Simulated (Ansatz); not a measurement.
# Rh: how well frozen cores do, part 2 of 2

Does the method matter for Rh? The same cell, functional and mesh are run with all-electron LAPW, PAW on the default files and datasets made for this crystal. The cell is first relaxed from a guess with PAW; it needn't be the stable phase of this composition.

Ansatz 0.2.0; DFT PBE; a cell built from a prototype (bcc type), not taken from measurement. «Crystal datasets» are all-electron PAW datasets made for this crystal.

### 3 All-electron LAPW

This is Rh in the bcc structure; at room conditions it is fcc.

Input file input.yaml:

```yaml
crystal:
  lattice:
    - [-1.5352276118, 1.5352276118, 1.5352276118]
    - [1.5352276118, -1.5352276118, 1.5352276118]
    - [1.5352276118, 1.5352276118, -1.5352276118]
  atoms:
    - { symbol: Rh, position: [0.0, 0.0, 0.0] }
kpoints:
  mp_grid: { grid: [16, 16, 16] }
  band_path:
    path:
      - [0.0, 0.0, 0.0]
      - [0.5, -0.5, 0.5]
      - [0.0, 0.0, 0.5]
      - [0.0, 0.0, 0.0]
      - [0.25, 0.25, 0.25]
      - [0.5, -0.5, 0.5]
      - [0.25, 0.25, 0.25]
      - [0.0, 0.0, 0.5]
    npoints: 14
scf:
  occupations: { method: fermi_dirac, width: 0.05 }
hamiltonian:
  xc: pbe
  pseudopotentials: { kind: all_electron, lapw: { basis_error: 0.0005 } }
output:
  forces: true
  stress: true
  eigenvalues: true
  fatbands: true
  populations: true
  dos: { projected: true, de: 0.2, e_range: [-14, 8] }
```

Launch:

```
> ansatz run input.yaml --threads 1 --pin off --max-ram 2048MiB --backend cpu --events-out ev --progress --plain --runs-dir out
```

Output:

```text
Rh: projections on atomic orbitals take those of the free atom 1s2 2s2 2p6 3s2 3p6 3d10 4s2 4p6 4d8 5s1, of charge +0.00 (hamiltonian.pseudopotentials.projection_atoms)
LAPW: plane waves up to 8.937 Å⁻¹, error target 5.0e-4 eV per atom; small_component_spin mean_spin; Rh in spheres of 1.330 Å, 27 of its electrons in bands, Dirac shells []
Engine: ansatz 0.2.0
Pseudopotentials: kind: all_electron
Pseudopotential: Rh, LAPW, valence charge 27, Koelling and Harmon's equation, gaussian nucleus
Functional definition: PBE
  parameter kappa = 0.804
  parameter beta = 0.06672455060314922
  exchange = pbe_x(kappa = kappa, mu = beta*pi^2/3)
  correlation = pbe_c(beta = beta)
Crystal: 1 atoms, lattice volume = 14.474 Å³
Basis set: ecut = 304.3304607029824 eV, 177 PW (Γ), exchange–correlation at level 2
Bands: 18, of which v1, the nominal top of the filled ones, is band 14 counted from 1 (13 counted from 0)
Symmetry: 48 space group operations
Space group: Im-3m (ITA 229), of the structure as read, at distance tolerance 2.4e-5 Å
k-points: 145 of 4096
Non-local potential: Rh, projectors of the file, none
Initial density: superposition of atomic densities (chi_scale 0.1, normalization cell)
Initial wavefunctions: plane waves of lowest kinetic energy (no species holds an atomic orbital)
Functional: x = pbe(κ = 0.804, μ = 0.2195149727645171), c = pbe(β = 0.06672455060314922)
iter 1 solved again at ethr=4.74e-4 eV; its pass at ethr=1.00e-1 eV (dr2=1.28e-1 eV) is discarded
SCF iter   1: F=—  HF=-130187.340770 eV  |F-HF|=—  |Δ(HF+E_count)|=         —  Δρ=3.85e-2  dr2=1.29e-1  ethr=4.74e-4  ⟨swp⟩=2.8  Hψ=17025  notcnv=0
preconditioner: auto → Kerker (q_TF=auto, 3.027 Å⁻¹)  [metal: Δε(μ)=0.003 eV  Ē_g=13.092 eV  σ=0.050 eV  W_gap=0.02  n_scr=12 (ndim 8)  ℏωp=29.3 eV  f_vac=0.000  D(μ)=3.05/eV (n_scr^D=54)]
iter 2 solved again at ethr=1.92e-5 eV; its pass at ethr=4.74e-4 eV (dr2=5.17e-3 eV) is discarded
SCF iter   2: F=—  HF=-130186.985263 eV  |F-HF|=—  |Δ(HF+E_count)|=   3.56e-1  Δρ=6.15e-3  dr2=5.17e-3  ethr=1.92e-5  ⟨swp⟩=2.0  Hψ=13181  notcnv=0
SCF iter   3: F=—  HF=-130186.953621 eV  |F-HF|=—  |Δ(HF+E_count)|=   3.16e-2  Δρ=9.16e-3  dr2=1.01e-2  ethr=1.91e-5  ⟨swp⟩=2.0  Hψ=7489  notcnv=0
SCF iter   4: F=—  HF=-130186.951011 eV  |F-HF|=—  |Δ(HF+E_count)|=         —  Δρ=3.72e-3  dr2=2.03e-3  ethr=1.91e-5  ⟨swp⟩=2.0  Hψ=7188  notcnv=0
the basis was enlarged: its passes take 497.1 KiB over the memory plan, 1 of 1 planned eigensolver slots
SCF iter   5: F=—  HF=-130186.951212 eV  |F-HF|=—  |Δ(HF+E_count)|=   2.01e-4  Δρ=9.32e-4  dr2=1.33e-4  ethr=7.51e-6  ⟨swp⟩=2.0  Hψ=7110  notcnv=0
SCF iter   6: F=—  HF=-130186.951220 eV  |F-HF|=—  |Δ(HF+E_count)|=   8.51e-6  Δρ=1.64e-4  dr2=2.20e-6  ethr=4.93e-7  ⟨swp⟩=2.0  Hψ=7230  notcnv=0
SCF iter   7: F=-130186.951220 eV  HF=-130186.951220 eV  |F-HF|=2.88e-9  |Δ(HF+E_count)|=   8.61e-9  Δρ=2.05e-5  dr2=3.03e-8  ethr=8.15e-9  ⟨swp⟩=2.0  Hψ=7230  notcnv=0
SCF 1 converged in 7 iterations: F = -130186.951220 eV  dr2 = 3.03e-8
NSCF: frozen V_eff on 99 k-points
SCF converged after 7 iterations
Free energy (F): -130186.951220 eV
Harris-Foulkes:  -130186.951220 eV  (|F-HF|=2.88e-9)
Internal energy: -130186.927859 eV  (E = F + TS)
E sigma→0 (E₀):  -130186.939540 eV
Entropy (-TS):   -0.023361 eV (-23.361 meV/atom)
Fermi energy:    22.861517 eV
--- Per-component energies (eV) ---
  E_band       = -2804.589407
  E_kinetic    = 135619.191767
  E_xc         = -3780.374672
  E_electrostatic = -262025.744955  (all electrons and nuclei)
  E_smearing   = -0.023361  (= −TS)
  E_closure    = 0.000000  (closes the sum)
  E_atoms      = -130180.026586  (free atoms, spherical and without spin; not in F)
  Σ components = -130186.951220   (vs F -130186.951220, Δ=0.00e0)
  Basis errors (estimates in eV, not in F): energy 1.4e-4 per atom: plane waves 1.2e-4 (6.1e-5 summed), levels above the bands 3.1e-157, relativity 3.7e-8, radial functions 2.2e-5, core shells 4.4e-7; eigenvalues (radial functions only) 3.8e-7; not estimated: angular momenta, meshes, grids; target (lapw.basis_error) 5.0e-4; muffin-tin radii Rh 1.330 Å
--- Forces (eV/Å), atoms counted from 1 ---
  atom   1  Rh    -0.00000000     0.00000000     0.00000000
  max |Σ_I F_I| component: 4.27e-31 eV/Å
--- Stress (GPa, compression-positive) ---
       -0.049313       0.000000       0.000000
        0.000000      -0.049313       0.000000
        0.000000       0.000000      -0.049313
  P = ⅓ Tr σ = -0.0493 GPa (-0.493 kbar)
--- Band table (eV; the first three rows and the last of 145) ---
  k-point 0: bands = ["-273.5722", "-273.5722", "-273.5722", "-273.5458", "-273.5458", "-55.5447", "-23.0741", "-23.0741", "-23.0741", "15.4583", "20.1243", "20.1243", "20.1243", "22.4505", "22.4505", "41.0729", "41.0729", "41.0729"]
  k-point 1: bands = ["-273.5722", "-273.5722", "-273.5722", "-273.5458", "-273.5458", "-55.5409", "-23.0988", "-23.0823", "-23.0741", "15.6166", "20.0615", "20.1236", "20.2489", "22.3723", "22.4548", "41.1292", "41.1327", "41.2938"]
  k-point 2: bands = ["-273.5722", "-273.5722", "-273.5722", "-273.5458", "-273.5458", "-55.5303", "-23.1686", "-23.1057", "-23.0740", "16.0672", "19.8869", "20.1139", "20.6143", "22.1986", "22.4703", "41.0882", "41.1808", "41.9330"]
  k-point 144: bands = ["-273.5722", "-273.5722", "-273.5722", "-273.5458", "-273.5458", "-55.3722", "-23.5287", "-23.5287", "-23.5287", "17.3516", "17.3516", "23.9160", "23.9160", "23.9160", "32.1845", "32.1845", "32.1845", "41.5037"]
--- Löwdin populations: 1 site ---
  site symbol       q [e]
     0     Rh     44.9125
  spilling = 0.001944 (of n_electrons = 45.000000)
```

It took 20 s on 1 thread of Arm Neoverse V1, shared host; peak memory 0.34 GiB.

In short: pressure -0.05 GPa; no gap.

Levels at the path's labelled points, in eV from the Fermi level:

| point | band 11 | band 12 | band 13 | band 14 | band 15 | band 16 | band 17 |
| --- | --- | --- | --- | --- | --- | --- | --- |
| Γ | -2.74 | -2.74 | -2.74 | -0.41 | -0.41 | 18.21 | 18.21 |
| H | -5.51 | 1.05 | 1.05 | 1.05 | 9.32 | 9.32 | 9.32 |
| N | -4.17 | -0.47 | -0.09 | 1.36 | 1.53 | 9.01 | 14.46 |
| Γ | -2.74 | -2.74 | -2.74 | -0.41 | -0.41 | 18.21 | 18.21 |
| P | -3.53 | -3.53 | -0.02 | -0.02 | 9.31 | 10.17 | 10.17 |
| H | -5.51 | 1.05 | 1.05 | 1.05 | 9.32 | 9.32 | 9.32 |
| P | -3.53 | -3.53 | -0.02 | -0.02 | 9.31 | 10.17 | 10.17 |
| N | -4.17 | -0.47 | -0.09 | 1.36 | 1.53 | 9.01 | 14.46 |

States per cell in windows of 1 eV (zero at the Fermi level; grid of 0.20 eV, so sharp peaks spill over the borders):

| from | to | total | Rh 4d | Rh 5s |
| --- | --- | --- | --- | --- |
| -8 | -7 | 0.01 | 0.00 | 0.01 |
| -7 | -6 | 0.07 | 0.00 | 0.06 |
| -6 | -5 | 0.45 | 0.26 | 0.18 |
| -5 | -4 | 1.66 | 1.41 | 0.24 |
| -4 | -3 | 1.77 | 1.73 | 0.03 |
| -3 | -2 | 1.50 | 1.34 | 0.13 |
| -2 | -1 | 0.96 | 0.88 | 0.05 |
| -1 | 0 | 2.24 | 2.19 | 0.03 |
| 0 | 1 | 1.56 | 1.47 | 0.07 |
| 1 | 2 | 0.47 | 0.37 | 0.08 |
| 2 | 3 | 0.25 | 0.10 | 0.10 |
| 3 | 4 | 0.25 | 0.07 | 0.11 |
| 4 | 5 | 0.24 | 0.05 | 0.10 |

### 4 PAW on the default files

Edit input.yaml of step 3 so:

```diff
@@ -24,3 +24,3 @@
   xc: pbe
-  pseudopotentials: { kind: all_electron, lapw: { basis_error: 0.0005 } }
+  pseudopotentials: { kind: paw }
 output:
@@ -29,4 +29,9 @@
   eigenvalues: true
-  fatbands: true
+  efg: { contact_densities: true }
   populations: true
+  bader: true
   dos: { projected: true, de: 0.2, e_range: [-14, 8] }
+  write_density: true
+  write_potential: true
+  elf: true
+  volumetric_format: npy
```

Launch:

```
> ansatz run input.yaml --threads 1 --pin off --max-ram 2048MiB --backend cpu --events-out ev --progress --plain --runs-dir out
```

Output (excerpt; [...] marks lines left out):

```text
Rh: output.efg is read without spin–orbit coupling, which moves field gradients at and beside such atoms by some per cent and up to a factor of two; PAW files take it under magnetization.noncollinear and magnetization.spin_orbit
[...]
[... 3 set-up lines as earlier in the session ...]
[...]
Crystal: 1 atoms, lattice volume = 14.474 Å³
Basis set: ecut = 420 eV, 321 PW (Γ), exchange–correlation on 36×36×36 points (8 copies of the dense FFT grid, shifted against one another)
Bands: 13, of which v1, the nominal top of the filled ones, is band 9 counted from 1 (8 counted from 0)
[... 2 set-up lines as earlier in the session ...]
k-points: 145 of 4096
[...]
  atom   1  Rh     0.00000000     0.00000000     0.00000000
[...]
--- Stress (GPa, compression-positive) ---
        0.008436      -0.000000       0.000000
       -0.000000       0.008436       0.000000
       -0.000000      -0.000000       0.008436
  P = ⅓ Tr σ = 0.0084 GPa (0.084 kbar)
--- PAW observables at the nuclei: V_zz in 10²¹ V/m², potentials from the cell's mean, atoms counted from 1 ---
  atom   1  Rh V_zz =    -0.000000   η = 0.0000   by run symmetry: forbidden
            electrostatic potential = -7028.428591 V   contact ρ = 789880.325684 e/Å³
--- Band table (eV; the first three rows and the last of 145) ---
  k-point 0: bands = ["-57.6154", "-25.1494", "-25.1494", "-25.1494", "13.3773", "18.0464", "18.0464", "18.0464", "20.3724", "20.3724", "39.0050", "39.0050", "39.0050"]
[...]
--- Löwdin populations: 1 site ---
  site symbol       q [e]
     0     Rh     16.9036
  spilling = 0.005672 (of n_electrons = 17.000000)
--- Bader charges: 1 site ---
  site symbol  charge [e]  shift [e]
     0     Rh      0.0000     0.0000
  estimated error of the sums over rays = 4.9e-7 e
```

Run time: 10 s. Hardware: 1 thread of Arm Neoverse V1, shared host; peak memory 0.34 GiB.

This run gives: pressure 0.01 GPa; no gap.

The fields are shown in the conventional cell of this run's space group, carried over from its grid by interpolation.

Density in a lattice plane of the grid's cell (edges 3.07 and 3.07 Å, at 0.000 of the third edge), which holds Rh.

Ten even steps from ' ' (0.21 e/Å³) to '@' (15.14 e/Å³):
```
@@%%##++==::..                      ..::==++##%%
##**++==--::                          ::--==++**
++====--::..                          ..::--====
--::::....                              ....::::
......                                      ....
                                                
                                                
                                                
                                                
                                                
                                                
                                                
                                                
                                                
......                                      ....
--::::....                              ....::::
++====--::..                          ..::--====
##**++==--::                          ::--==++**
@@%%##++==::..                      ..::==++##%%
@@@@%%**==::..                      ..::==**%%@@
```
Columns run along the first of these edges and rows up along the second, over one cell in 24 and 20 even steps from the bottom left corner. Atoms in the plane (fractional): Rh at (0.00, 0.00).

ELF in the same plane.

Ten even steps from ' ' (0.20) to '@' (0.78):
```
@@@@@@@@%%##++--..              ..--++##%%@@@@@@
@@@@@@%%##**==::                  ::==**##%%@@@@
@@@@%%##**==::..                  ..::==**##%%@@
%%####++==::..                      ..::==**####
++++==--::..                            ::--==++
::::::..                                  ..::::
..                                              
                                                
                                                
                                                
                                                
                                                
..                                              
::::::..                                  ..::::
++++==--::                            ..::--==++
%%####**==::..                      ..::==++####
@@@@%%##**==::..                  ..::==**##%%@@
@@@@@@%%##**==::                  ::==**##%%@@@@
@@@@@@@@%%##++--..              ..--++##%%@@@@@@
@@@@@@@@@@##++--..              ..--++##@@@@@@@@
```
Columns run along the first of these edges and rows up along the second, over one cell in 24 and 20 even steps from the bottom left corner. Atoms in the plane (fractional): Rh at (0.00, 0.00).

Both are smooth fields of the valence electrons: close to the nuclei they are not physical.

### 5 Datasets made for this crystal

Edit input.yaml of step 4 so:

```diff
@@ -19,3 +19,3 @@
       - [0.0, 0.0, 0.5]
-    npoints: 14
+    npoints: 8
 scf:
@@ -24,3 +24,3 @@
   xc: pbe
-  pseudopotentials: { kind: paw }
+  pseudopotentials: { kind: all_electron, datasets: crystal }
 output:
@@ -30,8 +30 @@
   efg: { contact_densities: true }
-  populations: true
-  bader: true
-  dos: { projected: true, de: 0.2, e_range: [-14, 8] }
-  write_density: true
-  write_potential: true
-  elf: true
-  volumetric_format: npy
```

Launch:

```
> ansatz run input.yaml --threads 1 --pin off --max-ram 2048MiB --backend cpu --events-out ev --progress --plain --runs-dir out
```

Output (excerpt; [...] marks lines left out):

```text
[...]
Rh: output.efg is read without spin–orbit coupling, which moves field gradients at and beside such atoms by some per cent and up to a factor of two; PAW files take it under magnetization.noncollinear and magnetization.spin_orbit
[...]
[... 1 set-up line as earlier in the session ...]
Pseudopotential: Rh, paw, valence charge 17, recommended cutoff 300 eV (normal), Koelling and Harmon's equation, gaussian nucleus
[... 1 set-up line as earlier in the session ...]
[...]
Crystal: 1 atoms, lattice volume = 14.474 Å³
Basis set: ecut = 300 eV, 177 PW (Γ), exchange–correlation on 32×32×32 points (8 copies of the dense FFT grid, shifted against one another)
Bands: 9, of which v1, the nominal top of the filled ones, is band 5 counted from 1 (4 counted from 0)
[... 2 set-up lines as earlier in the session ...]
k-points: 145 of 4096
[...]
Fermi energy:    22.861557 eV
[...]
  The terms above E_closure are by the made datasets' own strengths, without shells solved beside the bands.
--- Forces (eV/Å), atoms counted from 1 ---
  atom   1  Rh     0.00000000     0.00000000     0.00000000
[...]
--- Stress (GPa, compression-positive) ---
       -0.048699      -0.000000      -0.000000
       -0.000000      -0.048699      -0.000000
        0.000000      -0.000000      -0.048699
  P = ⅓ Tr σ = -0.0487 GPa (-0.487 kbar)
  It holds what live shells' own plane waves past their cutoff add
--- PAW observables at the nuclei: V_zz in 10²¹ V/m², potentials from the cell's mean, atoms counted from 1 ---
  atom   1  Rh V_zz =    -0.000000   η = 0.0000   by run symmetry: forbidden
            electrostatic potential = -7028.460049 V   contact ρ = 789909.715412 e/Å³
--- Band table (eV; the first three rows and the last of 145) ---
  k-point 0: bands = ["15.4582", "20.1244", "20.1244", "20.1244", "22.4505", "22.4505", "41.0727"]
[...]
```

Run time: 9.9 s. Hardware: 1 thread of Arm Neoverse V1, shared host; peak memory 0.38 GiB.

Read from it: pressure -0.05 GPa; no gap.

| atom | contact density (e/Å³) |
| --- | --- |
| Rh | 789909.7 |

### 6 Side by side

```
          method  pressure (GPa)  SCF cycles, all passes
            LAPW           -0.05                       7
             PAW            0.01                       6
crystal datasets           -0.05                       8
```

### 7 What came out

The summary covers parts 1 to 2.

```
  quantity                                             value
  pressure  LAPW -0.05, PAW 0.01, crystal datasets -0.05 GPa
gap (LAPW)                                              none
```

What this shows: The pressure is within half a GPa of zero, so the volume is close to equilibrium at this level. With 27 electrons in the bands of a cell, and no spin, a band must be partly filled: it is a metal at this level. Rh 4d carries the largest share, 98 %, of the projected states within 0.3 eV of the Fermi level. The projection holds only the free atom's occupied shells (Rh 5s, Rh 4d in this range). PAW lies +0.06 GPa from LAPW in pressure. LAPW took about 2 times as long as PAW (20 s against 10 s, on a shared host and with the outputs that each input asks for).
